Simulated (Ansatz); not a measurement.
The system is Ni.

```
Ni
1.0
     0.00000    1.73757    1.73757
     1.73757    0.00000    1.73757
     1.73757    1.73757    0.00000
Ni
1
Direct
  0.00000 0.00000 0.00000
```

Base run:

- Program: Ansatz 0.2.0
- Functional: PBE
- Potentials or basis: PseudoDojo standard (PBE files)
- Cutoff: 1333 eV
- Density cutoff: 5333 eV
- k mesh: 13 × 13 × 13
- Occupations: fermi-dirac, width 0.05 eV
- Spin: collinear spin, ferromagnetic start
- Starting moments: [1.0] μB

Its results: band gap on the k mesh none (metal or under the smearing width); pressure 8.1 GPa; net moment 0.63 μB per cell; site moments Ni +0.67 μB.

Problem. The run is repeated on the same cell with these changes: potentials or basis from PseudoDojo standard (PBE files) to JTH PAW; cutoff from 1333 eV to 2400 eV (not typed: the program's choice for these potentials). What comes out?

Solution. Band gap on the k mesh none (metal or under the smearing width); pressure 9.4 GPa; net moment 0.63 μB per cell; site moments Ni +0.66 μB.
